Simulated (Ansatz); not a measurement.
TiSe2, DFT, PBEsol, all-electron LAPW, scalar-relativistic (Ansatz 0.2.0), run on 1 thread of Arm Neoverse V1 on a shared host.

The cell is COD entry 1548816, which may be a prediction rather than a measurement; nothing was relaxed. The listed cell was then made from it by scaling, straining or moving an atom.

Command: `ansatz run input.yaml --threads 1 --pin off --max-ram 6144MiB --backend cpu --events-out ev --progress --plain --runs-dir out`

```yaml
crystal:
  lattice:
    - [3.5241756253, 0.0, 0.0]
    - [-1.7620878126, 3.0520256189, 0.0]
    - [0.0, 0.0, 5.9839195825]
  atoms:
    - { symbol: Ti, position: [0.0, 0.0, 0.0] }
    - { symbol: Se, position: [0.3333333333, 0.6666666667, 0.2552] }
    - { symbol: Se, position: [0.6666666667, 0.3333333333, 0.7448] }
kpoints:
  mp_grid: { grid: [12, 12, 6] }
  band_path:
    path:
      - [0.0, 0.0, 0.0]
      - [0.5, 0.0, 0.0]
      - [0.3333333333, 0.3333333333, 0.0]
      - [0.0, 0.0, 0.0]
      - [0.0, 0.0, 0.5]
      - [0.5, 0.0, 0.5]
      - [0.3333333333, 0.3333333333, 0.5]
      - [0.0, 0.0, 0.5]
      - [0.5, 0.0, 0.5]
    npoints: 5
scf:
  occupations: { method: fermi_dirac, width: 0.03 }
hamiltonian:
  xc: pbesol
  pseudopotentials: { kind: all_electron, lapw: { basis_error: 0.001 } }
output:
  forces: true
  stress: true
  eigenvalues: true
```

Question: How large is the problem that the program sets up?

Answer: 100 irreducible k-points, 665 plane waves at Γ, 36 bands.

Question: About how long does it take, and how much memory does it use?

Answer: 65 s of wall time for 8 SCF iterations, with a peak of 0.66 GiB. Times on shared machines scatter by tens of per cent.
